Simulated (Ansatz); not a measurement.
The geometry is COD entry 9013474, unchecked; take it as a test cell. It was measured hot, at 722 K.

Fe: DFT, PBE, all-electron LAPW, scalar-relativistic (Ansatz 0.2.0). What sets it apart from a plain run of this crystal: basis error target 0.01 eV/atom.

```yaml
crystal:
  lattice:
    - [-1.439, 1.439, 1.439]
    - [1.439, -1.439, 1.439]
    - [1.439, 1.439, -1.439]
  atoms:
    - { symbol: Fe, position: [0.0, 0.0, 0.0], spin: 3.0 }
magnetization:
  spin_polarized: true
kpoints:
  mp_grid: { grid: [20, 20, 20] }
scf:
  occupations: { method: fermi_dirac, width: 0.05 }
hamiltonian:
  xc: pbe
  pseudopotentials: { kind: all_electron, lapw: { basis_error: 0.01 } }
output:
  forces: true
  stress: true
  eigenvalues: true
```

Output (standing set-up lines are left out):

```
LAPW: plane waves up to 7.791 Å⁻¹, error target 1.0e-2 eV per atom; small_component_spin mean_spin; Fe in spheres of 1.246 Å, 16 of its electrons in bands, Dirac shells []
Basis set: ecut = 231.2362932448094 eV, 87 PW (Γ), exchange–correlation at level 2
iter 1 solved again at ethr=3.08e-5 eV; its pass at ethr=1.00e-1 eV (dr2=4.93e-3 eV) is discarded
SCF iter   1: F=—  HF=-34633.996388 eV  |F-HF|=—  |Δ(HF+E_count)|=         —  Δρ=2.81e-2 (↑2.81e-2 ↓2.68e-2)  dr2=5.02e-3  dr2_m=7.95e-2  M=2.374 μB ∫|m|=2.411 μB  β_m=0.30  ethr=3.08e-5  ⟨swp⟩=3.4  Hψ=55101  notcnv=0
Mixer restart at iter 1: flushing history
preconditioner: auto → none  [metal: Δε(μ)=0.007 eV  Ē_g=14.579 eV  σ=0.050 eV  W_gap=0.03  n_scr=0 (ndim 8)  ℏωp=30.4 eV  f_vac=0.000  D(μ)=1.00/eV (n_scr^D=12)]
SCF iter   2: F=—  HF=-34634.029625 eV  |F-HF|=—  |Δ(HF+E_count)|=   3.32e-2  Δρ=1.93e-2 (↑1.93e-2 ↓1.91e-2)  dr2=1.18e-3  dr2_m=3.94e-2  M=2.368 μB ∫|m|=2.422 μB  β_m=0.53  ethr=3.08e-5  ⟨swp⟩=2.2  Hψ=20330  notcnv=0
SCF iter   3: F=—  HF=-34634.091624 eV  |F-HF|=—  |Δ(HF+E_count)|=   6.20e-2  Δρ=9.77e-3 (↑9.77e-3 ↓8.66e-3)  dr2=1.92e-3  dr2_m=8.39e-3  M=2.254 μB ∫|m|=2.354 μB  β_m=0.47  ethr=7.34e-6  ⟨swp⟩=3.0  Hψ=22913  notcnv=0
iter 4 solved again at ethr=4.21e-9 eV; its pass at ethr=7.34e-6 eV (dr2=6.73e-7 eV) is discarded
SCF iter   4: F=—  HF=-34634.090583 eV  |F-HF|=—  |Δ(HF+E_count)|=   1.04e-3  Δρ=4.94e-4 (↑4.16e-4 ↓4.94e-4)  dr2=6.74e-7  dr2_m=2.23e-5  M=2.250 μB ∫|m|=2.376 μB  β_m=0.74  ethr=4.21e-9  ⟨swp⟩=3.3  Hψ=37759  notcnv=0
SCF iter   5: F=—  HF=-34634.092415 eV  |F-HF|=—  |Δ(HF+E_count)|=         —  Δρ=2.41e-4 (↑2.13e-4 ↓2.41e-4)  dr2=2.36e-7  dr2_m=5.51e-6  M=2.249 μB ∫|m|=2.378 μB  β_m=0.87  ethr=4.21e-9  ⟨swp⟩=3.6  Hψ=21700  notcnv=0
the basis was enlarged: its passes take 458.2 KiB over the memory plan, 2 of 2 planned eigensolver slots
SCF iter   6: F=—  HF=-34634.092638 eV  |F-HF|=—  |Δ(HF+E_count)|=   2.24e-4  Δρ=1.61e-4 (↑1.33e-4 ↓1.61e-4)  dr2=3.64e-7  dr2_m=2.22e-6  M=2.244 μB ∫|m|=2.376 μB  β_m=0.87  ethr=1.47e-9  ⟨swp⟩=3.9  Hψ=22591  notcnv=0
SCF iter   7: F=—  HF=-34634.092635 eV  |F-HF|=—  |Δ(HF+E_count)|=   3.07e-6  Δρ=3.32e-5 (↑3.22e-5 ↓3.32e-5)  dr2=3.01e-9  dr2_m=1.16e-7  M=2.243 μB ∫|m|=2.375 μB  β_m=0.93  ethr=1.47e-9  ⟨swp⟩=3.0  Hψ=19743  notcnv=0
SCF iter   8: F=—  HF=-34634.092636 eV  |F-HF|=—  |Δ(HF+E_count)|=   3.03e-7  Δρ=9.88e-6 (↑9.88e-6 ↓8.88e-6)  dr2=4.87e-10  dr2_m=9.38e-9  M=2.244 μB ∫|m|=2.375 μB  β_m=0.79  ethr=1.88e-11  ⟨swp⟩=3.7  Hψ=20809  notcnv=0
SCF iter   9: F=-34634.092636 eV  HF=-34634.092636 eV  |F-HF|=9.00e-9  |Δ(HF+E_count)|=   3.45e-8  Δρ=3.31e-6 (↑3.31e-6 ↓2.61e-6)  dr2=1.42e-10  dr2_m=9.11e-10  M=2.244 μB ∫|m|=2.375 μB  ethr=3.05e-12  ⟨swp⟩=3.0  Hψ=19573  notcnv=0
SCF 1 converged in 9 iterations: F = -34634.092636 eV  dr2 = 1.42e-10
SCF converged after 9 iterations
Magnetization: 2.2435 μB (9.1218 up, 6.8782 down)
Absolute magnetization: 2.3753 μB (∫|ρ↑−ρ↓|)
Spin contamination: 0.0422 ħ² per cell (⟨S²⟩ above its minimum at these occupations)
Per-site moments (μB) at R_I (Å): [(2.304627314247705, 1.2462105374758228)]
Free energy (F): -34634.092636 eV
Harris-Foulkes:  -34634.092636 eV  (|F-HF|=9.00e-9)
Internal energy: -34634.084820 eV  (E = F + TS)
E sigma→0 (E₀):  -34634.088728 eV
Entropy (-TS):   -0.007816 eV (-7.816 meV/atom)
Fermi energy:    17.563046 eV
--- Per-component energies (eV) ---
  E_band       = -225.367072
  E_kinetic    = 35109.232857
  E_xc         = -1522.303192
  E_electrostatic = -68221.014485  (all electrons and nuclei)
  E_smearing   = -0.007816  (= −TS)
  E_closure    = 0.000000  (closes the sum)
  E_atoms      = -34625.004615  (free atoms, spherical and without spin; not in F)
  Σ components = -34634.092636   (vs F -34634.092636, Δ=0.00e0)
  Basis errors (estimates in eV, not in F): energy 2.9e-3 per atom: plane waves 2.6e-3 (1.4e-3 summed), levels above the bands 4.6e-174, relativity 1.1e-7, radial functions 3.0e-4, core shells 1.9e-8; eigenvalues (radial functions only) 1.6e-3; not estimated: angular momenta, meshes, grids; target (lapw.basis_error) 1.0e-2; muffin-tin radii Fe 1.246 Å
--- Forces (eV/Å), atoms counted from 1 ---
  atom   1  Fe    -0.00000000     0.00000000     0.00000000
  max |Σ_I F_I| component: 3.20e-31 eV/Å
--- Stress (GPa, compression-positive) ---
       -8.413492      -0.000000      -0.000000
       -0.000000      -8.413492       0.000000
       -0.000000       0.000000      -8.413492
  P = ⅓ Tr σ = -8.4135 GPa (-84.135 kbar)
--- Band table (eV; the first three rows and the last of 512) ---
  k-point 0 ↑: bands = ["-70.4559", "-36.2883", "-36.2883", "-36.2883", "9.3477", "15.3704", "15.3704", "15.3704", "16.4805", "16.4805", "41.5291", "41.5291", "41.5291", "46.7260"]
  k-point 1 ↑: bands = ["-70.4544", "-36.2970", "-36.2912", "-36.2882", "9.4479", "15.3438", "15.3687", "15.4227", "16.4537", "16.4826", "40.8894", "41.4018", "41.4659", "46.1629"]
  k-point 2 ↑: bands = ["-70.4498", "-36.3221", "-36.2996", "-36.2882", "9.7438", "15.2671", "15.3565", "15.5766", "16.3882", "16.4892", "39.3184", "40.9349", "41.3017", "45.3256"]
  k-point 255 ↓: bands = ["-67.6183", "-33.9017", "-33.9017", "-33.9017", "14.8498", "14.8498", "19.8889", "19.8889", "19.8889", "27.3205", "27.3205", "27.3205", "33.7661", "33.7661"]
```
